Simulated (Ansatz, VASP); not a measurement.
## Cu: VASP beside Ansatz

File INCAR:

```
SYSTEM = Cu
PREC     = Accurate       ! precision mode
ENCUT    = 600            ! plane-wave cutoff, eV
EDIFF    = 1E-7           ! SCF threshold, eV
ISMEAR   = -1             ! smearing method
SIGMA    = 0.15           ! smearing width, eV
LREAL    = .FALSE.        ! projectors in reciprocal space
LASPH    = .TRUE.         ! aspherical terms in the spheres
NELM     = 100            ! most SCF steps
ALGO     = Fast           ! electronic algorithm
ISIF     = 3              ! what is computed and relaxed
LWAVE    = .FALSE.        ! write WAVECAR
LCHARG   = .FALSE.        ! write CHGCAR
IBRION   = 2              ! ionic algorithm
NSW      = 80             ! ionic steps
EDIFFG   = -0.001         ! ionic threshold
```

File KPOINTS:

```
Automatic mesh
0
G
  20 20 20
  0 0 0
```

File POSCAR:

```
Cu
1.0
    0.0000000000      1.7591975014      1.7591975014
    1.7591975014      0.0000000000      1.7591975014
    1.7591975014      1.7591975014      0.0000000000
Cu
1
Direct
    0.0000000000      0.0000000000      0.0000000000
```

Input for Ansatz:

```yaml
crystal:
  lattice:
    - [0.0, 1.7591975014, 1.7591975014]
    - [1.7591975014, 0.0, 1.7591975014]
    - [1.7591975014, 1.7591975014, 0.0]
  atoms:
    - { symbol: Cu, position: [0.0, 0.0, 0.0] }
basis:
  ecutwfc: 600.0
kpoints:
  mp_grid: { grid: [20, 20, 20] }
hamiltonian:
  xc: lda
  pseudopotentials: { kind: paw, azcp: { folder: soft_1 } }
scf:
  occupations: { method: fermi_dirac, width: 0.15 }
output:
  forces: true
  stress: true
  eigenvalues: true
relax:
  adjacent_minimum: "off"
  f_tol: 0.001
  max_steps: 60
  cell: { stress_tol: 0.01 }
```

Alike in both runs: task relaxation of cell and atoms; functional LDA; k mesh 20 × 20 × 20; occupations fermi-dirac, width 0.15 eV; no spin polarisation.

|  | VASP | Ansatz |
| --- | --- | --- |
| version | VASP 6.6.1 | Ansatz 0.2.0 |
| potentials or method | VASP PAW LDA potentials, release 64 (Cu) | scalar-relativistic, plane waves, PAW |
| plane-wave cutoff (eV) | 600 | 600 |
| valence electrons in the cell | 11 | 19 |

```csv
,VASP,Ansatz,Ansatz less VASP
"gap on the k mesh at the Fermi level, each at its own relaxed structure (eV)",none,none,-
relaxed volume (Å³/atom),10.95,10.89,-0.060
relaxed cell length with the largest relative difference (Å),2.492,2.488,-0.0045
```

A gap of «none» marks a metal or a gap that the smearing closes. The two sets of potentials don't hold the same shells in valence. Ansatz warned: «pseudo_functional_mismatch».
